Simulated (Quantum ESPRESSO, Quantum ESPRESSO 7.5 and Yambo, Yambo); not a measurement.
# GaP (F-43m): a self-consistent loop beyond G0W0, cycle by cycle

Wanted: G0W0 and self-consistent gaps of GaP (F-43m), with the cost of the cycles.

Calculated with Quantum ESPRESSO 7.5 and Yambo 5.3.0; PBE and many-body steps on it, plane waves.

**The experiments to reproduce.**

- Gap 2.25 ± 0.04 eV: optical gap from Tauc plot (fundamental, indirect); spectroscopic ellipsometry, Tauc-Lorentz fit and Tauc plot; 300 K; film (GaP layer on Si reference sample) on Si (“Assessment of GaPSb/Si tandem material association properties for photoelectrochemical cells”, 2020, arxiv:2002.02774).

Report form: the programs' logs are mostly left out.

### 1. Set-up

It takes space group F-43m (No. 216, cubic). Conventional cell: a = 5.450 Å, b = 5.450 Å, c = 5.450 Å, α = 90.00°, β = 90.00°, γ = 90.00°. Nearest to Ga lie 4 P at 2.36 Å. Nearest to P lie 4 Ga at 2.36 Å. Farther neighbours are not listed.

Structure file:

```cif
data_structure
_symmetry_space_group_name_H-M 'P 1'
_symmetry_Int_Tables_number 1
_cell_length_a 3.8541
_cell_length_b 3.8541
_cell_length_c 3.8541
_cell_angle_alpha 60.000
_cell_angle_beta 60.000
_cell_angle_gamma 60.000
_cell_volume 40.48
loop_
_atom_site_label
_atom_site_type_symbol
_atom_site_fract_x
_atom_site_fract_y
_atom_site_fract_z
_atom_site_occupancy
Ga1 Ga 0.00000 0.00000 0.00000 1
P2 P 0.25000 0.25000 0.25000 1
```

The cell and positions come from the Crystallography Open Database and are kept as given unless a step says otherwise.

### 2. Empty states on the mesh, 4×4×4 mesh, 141 bands

This step: Quantum ESPRESSO 7.5; DFT, PBE, plane waves, norm-conserving pseudopotentials.

The sums over transitions need many empty states on a uniform mesh; this step solves for them.

File pw.in:

```
&control
  calculation = 'nscf'
  prefix = 'x'
  outdir = 'o'
  pseudo_dir = 'pseudo'
/
&system
  ibrav = 0
  nat = 2
  ntyp = 2
  ecutwfc = 104.0
  nbnd = 141
  force_symmorphic = .true.
/
&electrons
  conv_thr = 1e-9
  electron_maxstep = 80
  diago_full_acc = .true.
  diago_thr_init = 5e-6
/
ATOMIC_SPECIES
  Ga 69.723 Ga.upf
  P 30.974 P.upf
CELL_PARAMETERS angstrom
  0.0000000000 2.7252500000 2.7252500000
  2.7252500000 0.0000000000 2.7252500000
  2.7252500000 2.7252500000 0.0000000000
ATOMIC_POSITIONS crystal
  Ga 0.0000000000 0.0000000000 0.0000000000
  P 0.2500000000 0.2500000000 0.2500000000
K_POINTS automatic
  4 4 4 0 0 0
```

Started as:

```sh
$ OMP_NUM_THREADS=1 mpirun -n 4 pw.x -nk 4 -in pw.in > pw.out
```

Wall time 12 s (4 MPI ranks of Arm Neoverse V1, shared host); peak memory 0.44 GiB; 48 s of CPU time.

Numbers from this step:

```yaml
gap: 1.653 eV
k_of_the_valence_top: 0, 0, 0
k_of_the_conduction_bottom: 0, -0.5, -0.5
least_direct_gap: 1.818 eV
k_points_computed: 8
lowest_point_of_the_top_converged_band_above_the_valence_top: 110.8948 eV
```

On this mesh the gap is 1.653 eV.

The density comes from a self-consistent run that is not shown.

### 3. Conversion and set-up

This step: Yambo 5.3.0; conversion and set-up on PBE, plane waves, norm-conserving pseudopotentials.

The states are converted to the many-body program's format and the q mesh is built.

Started as:

```sh
$ (cd o/x.save; p2y > p2y.log; mv SAVE ../..); yambo > setup.log
```

Wall time 3.1 s (1 MPI rank); peak memory 0.25 GiB.

### 4. G0W0

G0W0 replaces the xc potential by the self-energy, built once from these orbitals. Only a window of levels is corrected, while the sums run over the empty bands that the input names.

This step: G0W0 on PBE, plane waves, norm-conserving pseudopotentials.

File gw1.in:

```
HF_and_locXC
gw0
dyson
ppa
em1d
rim_cut
RandQpts= 1000000
RandGvec= 1 RL
EXXRLvcs= 104 Ry
VXCRLvcs= 416 Ry
Chimod= "HARTREE"
% BndsRnXp
 1 | 141 |
%
NGsBlkXp= 15.5 Ry
% LongDrXp
 1 | 1 | 1 |
%
% GbndRnge
 1 | 141 |
%
DysSolver= "n"
ExtendOut
PPAPntXp= 27.21138 eV
% QPkrange
 1 | 8 | 10 | 17 |
%
```

Started as:

```sh
$ OMP_NUM_THREADS=1 mpirun -n 4 yambo -F gw1.in -J gw1 -C gw1 > gw1.log
```

It took 11 min on 4 MPI ranks; peak memory 1.9 GiB.

Numbers from this step:

```
G0W0 gap on the mesh                         : 2.285 eV
starting gap on the mesh                     : 1.653 eV
k of the valence top                         : 0, 0, 0
k of the conduction bottom                   : 0, -0.5, -0.5
least direct G0W0 gap on the computed points : 2.691 eV
Z at the valence top                         : 0.7842
Z at the conduction bottom                   : 0.8088
```

The gap on the mesh goes from 1.65 eV to 2.29 eV, a correction of +0.63 eV.

### 5. evGW0, cycle 1

This step: evGW0 on PBE, plane waves, norm-conserving pseudopotentials.

gw2.in, as its differences from gw1.in of step 4:

```diff
@@ -27 +27,2 @@
 %
+GfnQPdb= "E < ./gw1/ndb.QP"
```

Started as:

```sh
$ OMP_NUM_THREADS=1 mpirun -n 4 yambo -F gw2.in -J gw2,gw1_W -C gw2 > gw2.log
```

The job ended after 9.1 min (4 MPI ranks; peak memory 1.8 GiB).

This step gave:

```
quasiparticle gap on the mesh                         : 2.349 eV
gap of the density functional on the mesh             : 1.653 eV
k of the valence top                                  : 0, 0, 0
k of the conduction bottom                            : 0, -0.5, -0.5
least direct quasiparticle gap on the computed points : 2.782 eV
Z at the valence top                                  : 0.7870
Z at the conduction bottom                            : 0.8170
```

Against G0W0 in Yambo (4×4×4 mesh, 141 bands, screening to 210.9 eV, Godby-Needs plasmon pole), the gap moves by +0.064 eV.

The program's own table gives 2.464 eV, which is too large where the input levels are shifted: this version takes Σc at the unshifted level E₀, yet steps from the shifted one. The value above is the Newton step from E₀, E₀ + Z(Σc + Σx − Vxc), rebuilt from the printed columns.

### 6. evGW0, cycle 2

The corrected levels of the last cycle go back in.

gw3.in, as its differences from gw2.in of step 5:

```diff
@@ -27,2 +27,2 @@
 %
-GfnQPdb= "E < ./gw1/ndb.QP"
+GfnQPdb= "E < ./gw2_fix/ndb.QP"
```

Started as:

```sh
$ OMP_NUM_THREADS=1 mpirun -n 4 yambo -F gw3.in -J gw3,gw1_W -C gw3 > gw3.log
```

Elapsed: 9.2 min, on 4 MPI ranks; peak memory 1.8 GiB.

Numbers from this step:

```
quasiparticle gap on the mesh                         : 2.355 eV
gap of the density functional on the mesh             : 1.653 eV
k of the valence top                                  : 0, 0, 0
k of the conduction bottom                            : 0, -0.5, -0.5
least direct quasiparticle gap on the computed points : 2.792 eV
```

Against the cycle before, the gap moves by +0.006 eV.

The program's own table gives 2.482 eV, which is too large where the input levels are shifted: this version takes Σc at the unshifted level E₀, yet steps from the shifted one. The value above is the Newton step from E₀, E₀ + Z(Σc + Σx − Vxc), rebuilt from the printed columns.

### 7. evGW, cycle 1

This step: evGW on PBE, plane waves, norm-conserving pseudopotentials.

gw4.in, as its differences from gw3.in of step 6:

```diff
@@ -27,2 +27,3 @@
 %
-GfnQPdb= "E < ./gw2_fix/ndb.QP"
+GfnQPdb= "E < ./gw1/ndb.QP"
+XfnQPdb= "E < ./gw1/ndb.QP"
```

Started as:

```sh
$ OMP_NUM_THREADS=1 mpirun -n 4 yambo -F gw4.in -J gw4 -C gw4 > gw4.log
```

Elapsed: 11 min, on 4 MPI ranks; peak memory 1.9 GiB; 43 min of CPU time.

This step gave:

```yaml
quasiparticle_gap_on_the_mesh: 2.435 eV
gap_of_the_density_functional_on_the_mesh: 1.653 eV
k_of_the_valence_top: 0, 0, 0
k_of_the_conduction_bottom: 0, -0.5, -0.5
least_direct_quasiparticle_gap_on_the_computed_points: 2.867 eV
```

Against G0W0 in Yambo (4×4×4 mesh, 141 bands, screening to 210.9 eV, Godby-Needs plasmon pole), the gap moves by +0.149 eV.

The program's own table gives 2.544 eV, which is too large where the input levels are shifted: this version takes Σc at the unshifted level E₀, yet steps from the shifted one. The value above is the Newton step from E₀, E₀ + Z(Σc + Σx − Vxc), rebuilt from the printed columns.

### 8. evGW, cycle 2

gw5.in, as its differences from gw4.in of step 7:

```diff
@@ -27,3 +27,3 @@
 %
-GfnQPdb= "E < ./gw1/ndb.QP"
-XfnQPdb= "E < ./gw1/ndb.QP"
+GfnQPdb= "E < ./gw4_fix/ndb.QP"
+XfnQPdb= "E < ./gw4_fix/ndb.QP"
```

Started as:

```sh
$ OMP_NUM_THREADS=1 mpirun -n 4 yambo -F gw5.in -J gw5 -C gw5 > gw5.log
```

Elapsed: 11 min, on 4 MPI ranks; peak memory 1.9 GiB; 43 min of CPU time.

This step gave:

* quasiparticle gap on the mesh: 2.471 eV
* gap of the density functional on the mesh: 1.653 eV
* k of the valence top: 0, 0, 0
* k of the conduction bottom: 0, -0.5, -0.5
* least direct quasiparticle gap on the computed points: 2.910 eV

Against the cycle before, the gap moves by +0.036 eV.

The program's own table gives 2.602 eV, which is too large where the input levels are shifted: this version takes Σc at the unshifted level E₀, yet steps from the shifted one. The value above is the Newton step from E₀, E₀ + Z(Σc + Σx − Vxc), rebuilt from the printed columns.

### 9. evGW, cycle 3

gw6.in, as its differences from gw5.in of step 8:

```diff
@@ -27,3 +27,3 @@
 %
-GfnQPdb= "E < ./gw4_fix/ndb.QP"
-XfnQPdb= "E < ./gw4_fix/ndb.QP"
+GfnQPdb= "E < ./gw5_fix/ndb.QP"
+XfnQPdb= "E < ./gw5_fix/ndb.QP"
```

Started as:

```sh
$ OMP_NUM_THREADS=1 mpirun -n 4 yambo -F gw6.in -J gw6 -C gw6 > gw6.log
```

Wall time 11 min (4 MPI ranks); peak memory 1.9 GiB; 42 min of CPU time.

This step gave:

| Item | Value |
| --- | --- |
| quasiparticle gap on the mesh | 2.481 eV |
| gap of the density functional on the mesh | 1.653 eV |
| k of the valence top | 0, 0, 0 |
| k of the conduction bottom | 0, -0.5, -0.5 |
| least direct quasiparticle gap on the computed points | 2.922 eV |

Against the cycle before, the gap moves by +0.010 eV.

The program's own table gives 2.617 eV, which is too large where the input levels are shifted: this version takes Σc at the unshifted level E₀, yet steps from the shifted one. The value above is the Newton step from E₀, E₀ + Z(Σc + Σx − Vxc), rebuilt from the printed columns.

### 10. evGW, cycle 4

gw7.in, as its differences from gw6.in of step 9:

```diff
@@ -27,3 +27,3 @@
 %
-GfnQPdb= "E < ./gw5_fix/ndb.QP"
-XfnQPdb= "E < ./gw5_fix/ndb.QP"
+GfnQPdb= "E < ./gw6_fix/ndb.QP"
+XfnQPdb= "E < ./gw6_fix/ndb.QP"
```

Started as:

```sh
$ OMP_NUM_THREADS=1 mpirun -n 4 yambo -F gw7.in -J gw7 -C gw7 > gw7.log
```

Run time: 11 min. Hardware: 4 MPI ranks; peak memory 1.9 GiB.

This step gave:

```yaml
quasiparticle_gap_on_the_mesh: 2.484 eV
gap_of_the_density_functional_on_the_mesh: 1.653 eV
k_of_the_valence_top: 0, 0, 0
k_of_the_conduction_bottom: 0, -0.5, -0.5
least_direct_quasiparticle_gap_on_the_computed_points: 2.926 eV
```

Against the cycle before, the gap moves by +0.003 eV.

The program's own table gives 2.622 eV, which is too large where the input levels are shifted: this version takes Σc at the unshifted level E₀, yet steps from the shifted one. The value above is the Newton step from E₀, E₀ + Z(Σc + Σx − Vxc), rebuilt from the printed columns.

### 11. The runs together

Times are wall times on 4 MPI ranks of Arm Neoverse V1, shared host, good to a factor of about two.

| run | mesh | bands | screening cutoff (eV) | DFT gap (eV) | gap on the mesh (eV) | direct (eV) | time |
| --- | --- | --- | --- | --- | --- | --- | --- |
| G0W0 | 4×4×4 | 141 | 210.9 | 1.653 | 2.285 | 2.691 | 11 min |
| evGW0, cycle 1 | 4×4×4 | 141 | 210.9 | 1.653 | 2.349 | 2.782 | 9.1 min |
| evGW0, cycle 2 | 4×4×4 | 141 | 210.9 | 1.653 | 2.355 | 2.792 | 9.2 min |
| evGW, cycle 1 | 4×4×4 | 141 | 210.9 | 1.653 | 2.435 | 2.867 | 11 min |
| evGW, cycle 2 | 4×4×4 | 141 | 210.9 | 1.653 | 2.471 | 2.910 | 11 min |
| evGW, cycle 3 | 4×4×4 | 141 | 210.9 | 1.653 | 2.481 | 2.922 | 11 min |
| evGW, cycle 4 | 4×4×4 | 141 | 210.9 | 1.653 | 2.484 | 2.926 | 11 min |

### 12. Results

| Quantity | Value |
| --- | --- |
| G0W0 | 2.285 eV |
| evGW0, cycle 1 | 2.349 eV |
| evGW0, cycle 2 | 2.355 eV |
| evGW, cycle 1 | 2.435 eV |
| evGW, cycle 2 | 2.471 eV |
| evGW, cycle 3 | 2.481 eV |
| evGW, cycle 4 | 2.484 eV |
| known limits | not at the basis limit; no spin-orbit coupling; coarse k mesh |

What this shows: evGW0 ends at 2.36 eV, +0.07 eV from G0W0, after 2 cycles that took 18 min beside the first screening; the last moved the gap by 0.006 eV. evGW ends at 2.48 eV, +0.20 eV from G0W0, after 4 cycles that took 43 min beside the first screening; the last moved the gap by 0.003 eV. Against experiment, by evGW, cycle 4: the gap of 2.48 eV lies +0.23 eV from the measured 2.25 ± 0.04 eV (indirect, 300 K, on Si, 2020). These are gaps on the mesh, at modest bands and cutoff. The calculation has static nuclei and no excitons; a measured gap holds zero-point and thermal motion, which mostly lowers it. Bands and cutoff are finite, so the gap is not at the basis limit. The miss can reach some tenths of an eV and take either sign; the mesh is an error of its own. A denser mesh or path gives a starting gap of 1.59 eV: the GW mesh misses a band edge, so its gaps are not the fundamental one. The 4×4×4 mesh is coarse for this cell, which bears on the long-range parts of exchange and screening. The many-body steps are scalar-relativistic: spin-orbit coupling is not in them.

[Paths, hosts, dates, memory and timing lines, banners, echoed tables and standing remarks are left out of the program output.]

[Logs are printed without paths, hosts, clocks, repeated set-up lines and the standing remarks that a program may print on its own settings, such as how far it seeks lower states.]

[Runs of the session that timed out or met a known fault of the program may be left out.]

[Hosts, paths, dates, database ids (printed as entryN), source tags and the programs' standing remarks are cut or masked in the printed files.]
